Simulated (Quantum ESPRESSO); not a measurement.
## ZrN under changes of volume

One of the cells (12.167 Å³/atom); the others are scaled copies at fixed shape and fractional positions:

```xyz
2
Lattice="0.0000 2.3000 2.3000 2.3000 0.0000 2.3000 2.3000 2.3000 0.0000" Properties=species:S:1:pos:R:3 pbc="T T T"
Zr    2.3000    2.3000    2.3000
N     0.0000    0.0000    0.0000
```

| Quantity | Value |
| --- | --- |
| Program | Quantum ESPRESSO 7.5 |
| Functional | PBEsol |
| Potentials or basis | GBRV 1.5 PBEsol |
| Cutoff | 612 eV |
| Density cutoff | 4898 eV |
| k mesh | 10 × 10 × 10 |
| Occupations | fermi-dirac, width 0.05 eV |
| Spin | no spin polarisation |

```tsv
volume (Å³/atom)	energy over the lowest point (meV/atom)	pressure (GPa)
11.437	8.41	8.6
11.680	0.00	2.5
11.924	0.43	-3.0
12.167	?	?
12.410	24.25	-12.4
12.654	46.08	-16.3
12.897	73.62	-19.9
```

Task: What does the run at 12.167 Å³/atom give?

Result: Energy over the lowest point 8.79 meV/atom; pressure -7.9 GPa.

Worked out: A Birch-Murnaghan fit of order 3 (a polynomial in V^(-2/3)) to the other rows has its minimum at 11.79 Å³/atom with B0 = V·E''(V) = 268 GPa and B' = 4.3. It gives 8.79 meV/atom at 12.167 Å³/atom, against the run's 8.79, and -dE/dV = -7.9 GPa, against -7.9.

Energies are extrapolated to zero smearing.
